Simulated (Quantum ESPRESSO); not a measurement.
CuO:

```
Cu O
1.0
     2.55255    0.00000    0.00000
     0.00000    2.55255    0.00000
     0.00000    0.00000    2.55255
Cu O
1 1
Cartesian
  0.0000 0.0000 0.0000
  1.2763 1.2763 1.2763
```

Measurements of this composition are mostly on another form, of space group No. 15.

Base run:

* Program: Quantum ESPRESSO 7.5
* Functional: PBEsol
* Potentials or basis: SSSP 1.3 efficiency PBE
* Cutoff: 748 eV
* Density cutoff: 5987 eV
* k mesh: 10 × 10 × 10
* Occupations: fermi-dirac, width 0.05 eV
* Spin: no spin polarisation
* Hubbard terms: Cu d U = 6 eV

Its results: band gap on the k mesh none (metal or under the smearing width); pressure 15.2 GPa.

Task: The run is repeated on the same cell with these changes: hubbard terms from Cu d U = 6 eV to Cu d U = 1 eV. What comes out?

Result: Band gap on the k mesh none (metal or under the smearing width); pressure 10.2 GPa.

Caveats: the potentials were made for another functional, which shifts forces and pressure; an odd number of electrons without spin polarisation forces a metal; a magnetic or distorted state may lie lower; the run has no spin polarisation, though such a crystal can be magnetic; U without spin polarisation on a metal has little footing.

Not every run made on this cell is shown here.
